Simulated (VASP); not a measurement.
These are r2SCAN meta-GGA, VASP's PBE PAW potentials (set 64) (plane waves; VASP) values and carry that method's errors.

The input files of a VASP run:

### KPOINTS
```
Automatic mesh
0
Gamma
5 4 1
0 0 0
```

File POSCAR:
```
CsBr(110) slab
1
    4.3256591704     0.0000000000     0.0000000000
    0.0000000000     6.1174056809     0.0000000000
    0.0000000000     0.0000000000    24.3007909353
Cs Br
3 3
Direct
  1.0000000000   0.5000000000   0.3753899003
  1.0000000000   1.0000000000   0.5000000000
  1.0000000000   0.5000000000   0.6246100997
  0.5000000000   0.0000000000   0.3742447016
  0.5000000000   0.5000000000   0.5000000000
  0.5000000000   1.0000000000   0.6257552984
```

### INCAR
```
! general
SYSTEM  = CsBr(110) slab
PREC    = Normal
ENCUT   = 400   ! plane-wave cut-off (eV)
LREAL   = .FALSE.   ! projection in real space or not
LASPH   = .TRUE.

! electronic loop
EDIFF   = 1E-6
NELM    = 100
NELMIN  = 4
ALGO    = Normal
LMAXMIX = 4   ! l cut-off of mixed one-centre charges
LMIXTAU = .TRUE.

! smearing
ISMEAR  = 0
SIGMA   = 0.05   ! width (eV)

! functional
METAGGA = R2SCAN

! output
LWAVE   = .FALSE.
LCHARG  = .FALSE.
LORBIT  = 11   ! lm-projected
LVHAR   = .TRUE.

! other
LDIPOL  = .TRUE.
IDIPOL  = 3
DIPOL   = 0.5 0.5 0.5
```

POTCAR, in this order: Cs_sv Br (PBE.64 set). Program: vasp_std. Read from the step before: WAVECAR.

The resulting files:

File OSZICAR:
```
       N       E                     dE             d eps       ncg     rms          rms(c)
DAV:   1    -0.126409198624E+03   -0.12641E+03   -0.12808E-04   516   0.764E-02    0.134E-03
DAV:   2    -0.126409194249E+03    0.43754E-05   -0.17249E-06   432   0.859E-03    0.824E-04
DAV:   3    -0.126409194126E+03    0.12254E-06   -0.10802E-06   380   0.988E-03    0.249E-04
DAV:   4    -0.126409195459E+03   -0.13329E-05   -0.10264E-06   340   0.945E-03    0.189E-04
DAV:   5    -0.126409191783E+03    0.36758E-05   -0.11862E-06   352   0.999E-03    0.105E-04
DAV:   6    -0.126409195941E+03   -0.41576E-05   -0.10747E-06   336   0.928E-03    0.789E-05
DAV:   7    -0.126409198161E+03   -0.22195E-05   -0.63010E-07   304   0.741E-03    0.729E-05
DAV:   8    -0.126409196789E+03    0.13713E-05   -0.31968E-07   296   0.532E-03    0.304E-05
DAV:   9    -0.126409197633E+03   -0.84414E-06   -0.13088E-07   296   0.343E-03
   1 F= -.12640920E+03 E0= -.12640920E+03  d E =-.476690E-11
```

OUTCAR:
```
------------------------ aborting loop because EDIFF is reached ----------------------------------------
  FORCE on cell =-STRESS in cart. coord.  units (eV):
  Direction    XX          YY          ZZ          XY          YZ          ZX
  --------------------------------------------------------------------------------------
  Total        0.3728779     -2.3221311     -0.3017770     -0.0000000      0.0000000      0.0000000
  in kB        0.9290460     -5.7857188     -0.7518942     -0.0000000      0.0000000      0.0000000
  external PRESSURE =      -1.8695223 kB  Pullay stress =       0.0000000 kB
  volume of cell :      643.04
      direct lattice vectors                 reciprocal lattice vectors
     4.325659170  0.000000000  0.000000000     0.231178639  0.000000000  0.000000000
     0.000000000  6.117405681  0.000000000     0.000000000  0.163467988  0.000000000
     0.000000000  0.000000000 24.300790935     0.000000000  0.000000000  0.041150924
 POSITION                                       TOTAL-FORCE (eV/Angst)
 -----------------------------------------------------------------------------------
      0.00000      3.05870      9.12227        -0.000000     -0.000000      0.016926
      0.00000      0.00000     12.15040         0.000000      0.000000      0.000000
      0.00000      3.05870     15.17852         0.000000      0.000000     -0.016926
      2.16283      0.00000      9.09444         0.000000      0.000000      0.018149
      2.16283      3.05870     12.15040         0.000000      0.000000      0.000000
      2.16283      0.00000     15.20635         0.000000      0.000000     -0.018149
 -----------------------------------------------------------------------------------
    total drift:                                0.000000      0.000000     -0.000000
  FREE ENERGIE OF THE ION-ELECTRON SYSTEM (eV)
  ---------------------------------------------------
  free  energy   TOTEN  =      -126.4091976334 eV

  energy  without entropy=     -126.4091976334  energy(sigma->0) =     -126.40919763

 total charge

# of ion       s       p       d       tot
------------------------------------------
    1        1.859   4.718   0.022   6.599
    2        1.861   4.717   0.027   6.605
    3        1.859   4.718   0.022   6.599
    4        1.594   3.313   0.001   4.908
    5        1.595   3.322   0.002   4.919
    6        1.594   3.313   0.001   4.908
--------------------------------------------------
tot         10.363  24.101   0.076  34.539
```
(Selected blocks of OUTCAR.)

The cell is a thin slab with vacuum, built from CsBr (CsCl type): (110) face.
